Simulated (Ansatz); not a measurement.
**Ionic part of the dielectric constant of AlAs at 30 GPa, mode by mode**

Method: DFT LDA, scalar-relativistic, plane waves, PAW (Ansatz 0.2.0). Plane waves to 420 eV; Γ-centred k mesh 10×10×10; fixed occupations. No spin polarisation. Phonons by linear response, acoustic sum rule imposed.

The structure is cubic, space group F-43m (No. 216). The conventional cell has a = 5.195 Å, b = 5.195 Å, c = 5.195 Å, α = 90.00°, β = 90.00°, γ = 90.00°. Al (site symmetry -43m) has 4 As at 2.25 Å as nearest neighbours. Around As (site symmetry -43m) lie 4 Al at 2.25 Å.

Other phases may be more stable at this pressure. The bands were filled as in an insulator; under compression the gap may have closed between mesh points.

The primitive cell has V = 35.04 Å³ and ε∞,xx = 8.840. Each polar mode adds Δε = (4.92064×10⁷/V)·S/ν² along x, with S its oscillator strength in e²/amu, ν in cm⁻¹ and V in Å³.

Task: From these modes, find each Δε and ε0,xx.
```csv
ν (cm⁻¹),S_xx (e²/amu)
470.9,0.2021
```

Result:
| ν (cm⁻¹) | Δε |
| --- | --- |
| 470.9 | 1.28 |

The sum is 1.280, so ε0,xx = 10.12; the run's tensor has 10.12.

Task: Where do the longitudinal modes lie for a wave vector along x?

Result: At 504 cm⁻¹. The Lyddane–Sachs–Teller product Π(ν_LO/ν_TO)² = 1.14 matches ε0/ε∞ = 1.14.

Cost: 1 run of about 2.3 core-minutes, on Intel Xeon Processor @ 2.50GHz (Skylake/Cascade Lake) (shared hosts).

The static dielectric response of compressed AlAs is mainly electronic: the lattice adds only 1.28 to an ε∞ of 8.840. Zinc blende has a single triply degenerate polar optical mode, so one entry accounts for the whole ionic term along x. That term is small because the partly covalent Al–As bonds are stiff and the dynamical charges moderate, while the inverse-square dependence on frequency penalises a hard mode. The light Al atom, which carries most of the relative motion, helps to keep the frequency high.

The longitudinal mode rises to 504 cm⁻¹ because its macroscopic field adds a restoring force, but strong electronic screening keeps the shift modest. LDA usually overestimates this screening, so the true splitting is probably somewhat larger for the same dynamical charges. With only one polar mode, the Lyddane–Sachs–Teller agreement confirms internal consistency rather than the accuracy of either dielectric constant. Real zone-centre optical frequencies also leave open whether the lattice is dynamically stable, since zinc-blende semiconductors under pressure tend to soften in their zone-boundary transverse acoustic modes.
